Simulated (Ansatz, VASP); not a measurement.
**One calculation of AlN, two programs**

The input INCAR:

```
SYSTEM = AlN
PREC = Accurate
ENCUT = 520
EDIFF = 1E-6
ISMEAR = 0
SIGMA = 0.05
LREAL = .False.
LASPH = .True.
NELM = 100
ALGO = Normal
ISIF = 2
LWAVE = .False.
LCHARG = .False.
GGA = PE
NBANDS = 11
```

KPOINTS

```
regular mesh
0
Gamma
  10 10 10
  0 0 0
```

Contents of POSCAR:

```
AlN
1.0
    0.0000000000      2.2015871044      2.2015871044
    2.2015871044      0.0000000000      2.2015871044
    2.2015871044      2.2015871044      0.0000000000
Al N
1 1
Direct
    0.0000000000      0.0000000000      0.0000000000
    0.6790284724      0.8209715276      0.8209715276
```

Input for Ansatz:

```yaml
crystal:
  lattice:
    - [0.0, 2.2015871006, 2.2015871006]
    - [2.2015871006, 0.0, 2.2015871006]
    - [2.2015871006, 2.2015871006, 0.0]
  atoms:
    - { symbol: Al, position: [0.0, 0.0, 0.0] }
    - { symbol: "N", position: [0.6790284723, 0.8209715277, 0.8209715277] }
basis:
  ecutwfc: 420
kpoints:
  mp_grid: { grid: [10, 10, 10] }
hamiltonian:
  xc: pbe
scf:
  occupations: { method: gaussian, width: 0.05 }
output:
  forces: true
  stress: true
  eigenvalues: true
```

Change from the starting cell: all N atoms moved +0.312 Å, as atom 2 along Cartesian [1 0 0].

Alike in both runs: task single point; functional PBE; k mesh 10 × 10 × 10; occupations gaussian, width 0.05 eV; no spin polarisation.

|  | VASP | Ansatz |
| --- | --- | --- |
| version | VASP 6.6.1 | Ansatz 0.2.0 |
| potentials or method | VASP PAW PBE potentials, release 64 (Al, N) | scalar-relativistic, plane waves, PAW |
| plane-wave cutoff (eV) | 520 | 420 |
| valence electrons in the cell | 8 | 8 |

|  | VASP | Ansatz | Ansatz less VASP |
| --- | --- | --- | --- |
| gap on the k mesh at the Fermi level (eV) | 2.56 | 2.57 | +0.012 |
| least direct gap on the mesh (eV) | 3.12 | 3.11 | -0.008 |
| pressure (GPa) | 10.6 | 10.7 | +0.13 |
| largest component of the traceless stress (GPa) | 21.56 | 21.41 | -0.151 |
| rms of the force components (eV/Å) | 2.235 | 2.226 | -0.0095 |

Atom by atom the forces differ by 0.009 eV/Å (rms over components).

Caveats: forces of over 1 eV/Å show positions far from the minimum, so gaps and moduli don't describe the material at rest. A k mesh can miss the band edges.
